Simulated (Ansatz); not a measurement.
Runs of Ansatz 0.2.0 on MoS2. The structure is trigonal, space group R3m (No. 160). Conventional cell: a = 3.160 Å, b = 3.160 Å, c = 18.450 Å, α = 90.00°, β = 90.00°, γ = 120.00°. Around Mo (site symmetry 3m) lie 6 S at 2.39 Å. S (site symmetry 3m) has 3 Mo at 2.39 Å as nearest neighbours. S (site symmetry 3m) has 3 Mo at 2.39 Å as nearest neighbours. Measurements of this composition are mostly on another form, of space group No. 194.

| task | level | k mesh | cutoff (eV) | smearing | basis error allowed | gap on the mesh (eV) | pressure (GPa) | V0 of scaled cells (Å³/atom) | B0 (GPa) | largest force (eV/Å) |
| --- | --- | --- | --- | --- | --- | --- | --- | --- | --- | --- |
| single point | PBE | 6 × 6 × 6 | 246 | fermi-dirac 0.03 eV | 0.002 eV/atom | 0.93 | 5.4 | - | - | 0.53 |
| equation of state | PBEsol | 10 × 10 × 10 | - | fermi-dirac 0.05 eV | 0.001 eV/atom | - | - | 17.77 | 155 | - |
| equation of state | LDA | 10 × 10 × 10 | - | fermi-dirac 0.05 eV | 0.002 eV/atom | - | - | 17.46 | (a) | - |
| equation of state | PBEsol | 10 × 10 × 10 | - | fermi-dirac 0.05 eV | 0.002 eV/atom | - | - | 17.77 | 155 | - |
| phonons | PBE | 10 × 10 × 10 | 263 | fermi-dirac 0.05 eV | 0.002 eV/atom | 0.96 | - | - | - | 0.52 |
| single point | PBEsol | 10 × 10 × 10 | 267 | fermi-dirac 0.05 eV | 0.001 eV/atom | 0.91 | 0.4 | - | - | 0.26 |
| band structure | PBE | 10 × 10 × 10 | 246 | fermi-dirac 0.05 eV | 0.002 eV/atom | 0.96 | 5.4 | - | - | 0.52 |
| band structure | LDA | 10 × 10 × 10 | 246 | fermi-dirac 0.05 eV | 0.002 eV/atom | 0.88 | (b) | - | - | 0.09 |
| band structure | PBEsol | 10 × 10 × 10 | 246 | fermi-dirac 0.05 eV | 0.002 eV/atom | 0.91 | 0.4 | - | - | 0.26 |

Alike in all rows: potentials or basis all-electron LAPW, scalar-relativistic; no spin polarisation; cell as given.

**Question.** Estimate the missing entries.

**Answer.** (a) 163; (b) -2.4.

Caveats: the cell was scaled at fixed shape and fractional positions, which overstates the stiffness of a crystal with free parameters, most of all of layers and chains (some runs).

A k mesh can miss the band edges, and the runs leave out spin-orbit coupling on Mo.

Not every run made on this cell is shown here.
